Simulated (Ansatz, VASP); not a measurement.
One calculation of ZnO, two programs

INCAR

```
SYSTEM = ZnO
  PREC = Accurate
  ENCUT = 600
  EDIFF = 1E-6
  ISMEAR = 0
  SIGMA = 0.02
  LREAL = .False.
  LASPH = .True.
  NELM = 100
  ALGO = Normal
  ISIF = 3
  LWAVE = .False.
  LCHARG = .False.
  GGA = PE
  IBRION = 2
  NSW = 70
  EDIFFG = -0.02
```

The input KPOINTS:

```
Automatic mesh
0
Gamma
  12 12 12
  0 0 0
```

POSCAR

```
ZnO
1.0
    0.0000000000      2.1634041867      2.1634041867
    2.1634041867      0.0000000000      2.1634041867
    2.1634041867      2.1634041867      0.0000000000
Zn O
1 1
Direct
    0.0000000000      0.0000000000      0.0000000000
    0.5000000000      0.5000000000      0.5000000000
```

Input for Ansatz:

```yaml
crystal:
  lattice:
    - [0.0, 2.1634041867, 2.1634041867]
    - [2.1634041867, 0.0, 2.1634041867]
    - [2.1634041867, 2.1634041867, 0.0]
  atoms:
    - { symbol: Zn, position: [0.0, 0.0, 0.0] }
    - { symbol: O, position: [0.5, 0.5, 0.5] }
basis:
  ecutwfc: 420
kpoints:
  mp_grid: { grid: [12, 12, 12] }
hamiltonian:
  xc: pbe
scf:
  occupations: { method: gaussian, width: 0.02 }
output:
  forces: true
  stress: true
  eigenvalues: true
relax:
  adjacent_minimum: "off"
  f_tol: 0.02
  max_steps: 50
  cell: { stress_tol: 0.1 }
```

Measurements of this composition are mostly on another form, of space group No. 186.

Alike in both runs: task relaxation of cell and atoms; functional PBE; k mesh 12 × 12 × 12; occupations gaussian, width 0.02 eV; no spin polarisation.

```csv
,VASP,Ansatz
version,VASP 6.6.1,Ansatz 0.2.0
potentials or method,"VASP PAW PBE potentials, release 64 (Zn, O)","scalar-relativistic, plane waves, PAW"
plane-wave cutoff (eV),600,420
valence electrons in the cell,18,18
```

```csv
,VASP,Ansatz,Ansatz less VASP
"gap on the k mesh at the Fermi level, each at its own relaxed structure (eV)",0.70,0.75,+0.048
relaxed volume (Å³/atom),10.19,10.15,-0.045
relaxed cell length with the largest relative difference (Å),3.066,3.062,-0.0046
```

A k mesh can miss the band edges. PBE usually gives volumes a little too large and moduli too small. Zero-point motion and thermal expansion aren't in these numbers.
